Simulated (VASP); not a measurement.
# TiH5 in VASP: further runs, part 2 of 2

VASP 6.6.1. The steps go on from the part before.

## Step 3: Single point, PBE

This run uses another cell than the first one, of 27.91 Å³/atom, 0.699 times its volume.

Input file INCAR:

```
PREC = Accurate
ENCUT = 520
EDIFF = 1E-6
ISMEAR = 0
SIGMA = 0.1
LREAL = F
LASPH = T
NELM = 100
ALGO = Normal
ISIF = 2
LWAVE = F
LCHARG = F
LDIPOL = T
IDIPOL = 3
DIPOL = 0.5 0.5 0.500
GGA = PE
NBANDS = 18
```

Input file KPOINTS:

```
regular mesh
0
Gamma
  6 6 1
```

Input file POSCAR:

```
TiH5
1.0
    3.3724510000      0.0000000000      0.0000000000
   -1.6862260000      2.9206280000      0.0000000000
    0.0000000000      0.0000000000     17.0000000000
Ti H
1 5
Direct
    0.6666666700      0.3333333300      0.5000000000
    0.3333333300      0.6666666700      0.5432271900
    0.3333333300      0.6666666700      0.4567728100
    0.6666666700      0.3333333300      0.4149220000
    0.6666666700      0.3333333300      0.5850780000
    0.0000000000      0.0000000000      0.5000000000
```

Potentials or basis: VASP PAW PBE potentials, release 64 (Ti_sv, H).

The run is started by

```console
> cat potpaw_PBE.64/Ti_sv/POTCAR potpaw_PBE.64/H/POTCAR > POTCAR
> mpirun -np 1 vasp_std > vasp.out
```

OUTCAR:

```text
PREC = Accurate
   ENCUT = 520
   EDIFF = 1E-6
   ISMEAR = 0
   LREAL = F
   LASPH = T
   NELM = 100
   ISIF = 2
   GGA = PE

 ion  position               nearest neighbor table
   1  0.667  0.333  0.500-   4 1.45   5 1.45
   2  0.333  0.667  0.543-
   3  0.333  0.667  0.457-
   4  0.667  0.333  0.415-   1 1.45
   5  0.667  0.333  0.585-   1 1.45
   6  0.000  0.000  0.500-

  LATTYP: Found a hexagonal cell.
 ALAT       =     3.3724510000
 C/A-ratio  =     5.0408441813

  Lattice vectors:

 A1 = (   3.3724510000,   0.0000000000,   0.0000000000)
 A2 = (  -1.6862260000,   2.9206280000,   0.0000000000)
 A3 = (   0.0000000000,   0.0000000000,  17.0000000000)

Analysis of symmetry for initial positions (statically):
=====================================================================
 Subroutine PRICEL returns:
 Original cell was already a primitive cell.

 Routine SETGRP: Setting up the symmetry group for a
 hexagonal supercell.

 Subroutine GETGRP returns: Found 12 space group operations
 (whereof 12 operations were pure point group operations)
 out of a pool of 24 trial point group operations.

The static configuration has the point symmetry D_3h.

Analysis of symmetry for dynamics (positions and initial velocities):
=====================================================================
 Subroutine PRICEL returns:
 Original cell was already a primitive cell.

 Routine SETGRP: Setting up the symmetry group for a
 hexagonal supercell.

 Subroutine GETGRP returns: Found 12 space group operations
 (whereof 12 operations were pure point group operations)
 out of a pool of 24 trial point group operations.

The dynamic configuration has the point symmetry D_3h.

 Subroutine INISYM returns: Found 12 space group operations
 (whereof 12 operations are pure point group operations),
 and found     1 'primitive' translations

----------------------------------------------------------------------------------------

                                     Primitive cell

  volume of cell :     167.4445

  direct lattice vectors                    reciprocal lattice vectors
     3.372451000  0.000000000  0.000000000     0.296520246  0.171196109  0.000000000
    -1.686226000  2.920628000  0.000000000     0.000000000  0.342392116  0.000000000
     0.000000000  0.000000000 17.000000000     0.000000000  0.000000000  0.058823529

  length of vectors
     3.372451000  3.372451043 17.000000000     0.342392120  0.342392116  0.058823529

  position of ions in fractional coordinates (direct lattice)
     0.666666670  0.333333330  0.500000000
     0.333333330  0.666666670  0.543227190
     0.333333330  0.666666670  0.456772810
     0.666666670  0.333333330  0.414922000
     0.666666670  0.333333330  0.585078000
     0.000000000  0.000000000  0.500000000

  ion indices of the primitive-cell ions
   primitive index   ion index
                 1           1
                 2           2
                 3           3
                 4           4
                 5           5
                 6           6

[... 34 lines left out ...]
  0.333333  0.333333  0.000000      2.000000
   k-points           NKPTS =      7   k-points in BZ     NKDIM =      7   number of bands    NBANDS=     18
   number of dos      NEDOS =    301   number of ions     NIONS =      6
   total plane-waves  NPLWV =  98784
   dimension x,y,z NGX =    28 NGY =   28 NGZ =  126
   dimension x,y,z NGXF=    56 NGYF=   56 NGZF=  252
   ions per type =               1   5
   NGX,Y,Z   is equivalent  to a cutoff of  13.80, 13.80, 12.32 a.u.
   NGXF,Y,Z  is equivalent  to a cutoff of  27.61, 27.61, 24.64 a.u.
 SYSTEM =  unknown system
   PREC   = accura    normal or accurate (medium, high low for compatibility)
   ISTART =      0    job   : 0-new  1-cont  2-samecut
   ICHARG =      2    charge: 1-file 2-atom 10-const
   ISPIN  =      1    spin polarized calculation?
   LNONCOLLINEAR =      F non collinear calculations
   LSORBIT =      F    spin-orbit coupling
   LASPH  =      T    aspherical Exc in radial PAW
   ENCUT  =  520.0 eV  38.22 Ry    6.18 a.u.   6.27  6.27 31.61*2*pi/ulx,y,z
   NELM   =    100;   NELMIN=  2; NELMDL= -5     # of ELM steps
   EDIFF  = 0.1E-05   stopping-criterion for ELM
   LREAL  =      F    real-space projection
   EDIFFG = 0.1E-04   stopping-criterion for IOM
   NSW    =      0    number of steps for IOM
   IBRION =     -1    ionic relax: 0-MD 1-quasi-New 2-CG
   NFREE  =      0    steps in history (QN), initial steepest desc. (CG)
   ISIF   =      2    stress and relaxation
   ISYM   =      2    0-nonsym 1-usesym 2-fastsym
   POTIM  = 0.5000    time-step for ionic-motion
   TEBEG  =    0.0;   TEEND  =   0.0 temperature during run
   PSTRESS=    0.0 pullay stress
   NELECT =      17.0000    total number of electrons
   NUPDOWN=      -1.0000    fix difference up-down
   EMIN   =  10.00;   EMAX   =-10.00  energy-range for DOS
   EFERMI =   0.00;   METHOD = LEGACY
   ISMEAR =     0;   SIGMA  =   0.10  broadening in eV -4-tet -1-fermi 0-gaus
   EFERMI_NEDOS =   21; number of points for ismear=-14 and -15
   IALGO  =     38    algorithm
   IMIX   =      4    mixing-type and parameters
     AMIX     =   0.40;   BMIX     =  1.00
     AMIX_MAG =   1.60;   BMIX_MAG =  1.00
  volume/ion in A,a.u.               =      27.91       188.33
  Fermi-wavevector in a.u.,A,eV,Ry     =   0.763720  1.443222  7.935847  0.583268
  Thomas-Fermi vector in A             =   1.863464
   LORBIT       =      0    0 simple, 1 ext, 2 COOP (PROOUT), +10 PAW based schemes
   GGA     = PE    functional components
   LHFCALC =     F    Hartree Fock is set to
   AEXX    =    0.0000 exact exchange contribution
   IVDW    =     0    specifies the selected vdW correction
   LEPSILON=     F    determine dielectric tensor
   LRPA    =     F    only Hartree local field effects (RPA)
 non-spin polarized calculation
 Gauss-broadening in eV      SIGMA  =   0.10
  energy-cutoff  :      520.00
  volume of cell :      167.44
 maximum number of plane-waves:      4527
 NGX is ok and might be reduce to    28
   NGX = 13   NGY = 13   NGZ = 63

 number of electron      17.0000003 magnetization

 dipolmoment           0.000000      0.000000     -0.000000 electrons x Angstroem

 Free energy of the ion-electron system (eV)
  ---------------------------------------------------
  ext. energy  EPLUGINS =         0.00000000
  ---------------------------------------------------
  free energy    TOTEN  =       -21.28082258 eV

  energy without entropy =      -21.27156602  energy(sigma->0) =      -21.27619430

 E-fermi :  -4.0232     XC(G=0):  -3.0249

 val. band max:       -4.0320623693   @ k =   0.0000   0.0000   0.0000
 cond. band min:      -3.9484673275   @ k =   0.3333   0.0000   0.0000
 fundamental gap:      0.0835950418
 Fermi energy:        -4.0231678387

 k-point     1 :       0.0000    0.0000    0.0000
  band No.  band energies     occupation
      1     -61.3378      2.00000
      2     -37.6522      2.00000
      3     -37.5686      2.00000
      4     -37.5686      2.00000
      5     -13.1872      2.00000
      6      -8.3332      2.00000
[... 124 lines left out ...]
      5     -10.0998      2.00000
      6      -8.6263      2.00000
[... 10 lines left out ...]
     17       5.7505      0.00000
     18       6.0706      0.00000

------------------------ aborting loop because EDIFF is reached ----------------------------------------

 vacuum level on the upper side and lower side of the slab       (xc-potential included)        -0.111        -0.111

  FORCE on cell =-STRESS in cart. coord.  units (eV):
  Direction    XX          YY          ZZ          XY          YZ          ZX
  --------------------------------------------------------------------------------------
  -------------------------------------------------------------------------------------
  Total       -4.4650807     -4.4650800     16.7029447      0.0000008      0.0000000      0.0000000
  in kB      -42.7237221    -42.7237151    159.8206206      0.0000073      0.0000000      0.0000000
  external PRESSURE =      24.7910611 kB  Pullay stress =       0.0000000 kB

 VOLUME and BASIS-vectors are now :
 -----------------------------------------------------------------------------
  energy-cutoff  :      520.00
  volume of cell :      167.44
      direct lattice vectors                 reciprocal lattice vectors
     3.372451000  0.000000000  0.000000000     0.296520246  0.171196109  0.000000000
    -1.686226000  2.920628000  0.000000000     0.000000000  0.342392116  0.000000000
     0.000000000  0.000000000 17.000000000     0.000000000  0.000000000  0.058823529

 POSITION                                       TOTAL-FORCE (eV/Angst)
 -----------------------------------------------------------------------------------
      1.68623      0.97354      8.50000         0.000000      0.000000     -0.000000
     -0.00000      1.94709      9.23486        -0.000000      0.000000      0.594930
     -0.00000      1.94709      7.76514        -0.000000      0.000000     -0.594930
      1.68623      0.97354      7.05367        -0.000000     -0.000000     -5.494137
      1.68623      0.97354      9.94633        -0.000000     -0.000000      5.494137
      0.00000      0.00000      8.50000        -0.000000      0.000000     -0.000000
 -----------------------------------------------------------------------------------
    total drift:                               -0.000036      0.000021      0.000000

  FREE ENERGIE OF THE ION-ELECTRON SYSTEM (eV)
  ---------------------------------------------------
  free  energy   TOTEN  =       -21.2808225776 eV

  energy  without entropy=      -21.2715660218  energy(sigma->0) =      -21.27619430

 vacuum level on the upper side and lower side of the slab         2.066         2.066
```

stdout:

```text
POSCAR found type information on POSCAR TiH
 POSCAR found :  2 types and       6 ions
 scaLAPACK will be used
 LDA part: xc-table for (Slater+PW92), standard interpolation
 POSCAR, INCAR and KPOINTS ok, starting setup
 FFT: planning ... GRIDC
 FFT: planning ... GRID_SOFT
 FFT: planning ... GRID
 WAVECAR not read
 entering main loop
```

It took 29 s on 1 thread of AMD EPYC 9R45 (Zen 5), shared host; peak memory 0.26 GiB.

Results:

```
Free energy            : -21.2808 eV
Largest force          : 5.494 eV/Å
Band gap on the k mesh : none (metal or under the smearing width)
```

Forces on the atoms (eV/Å):
```
Ti   0.000  0.000  0.000
H    0.000  0.000  0.595
H    0.000  0.000 -0.595
H    0.000  0.000 -5.494
H    0.000  0.000  5.494
H    0.000  0.000  0.000
```
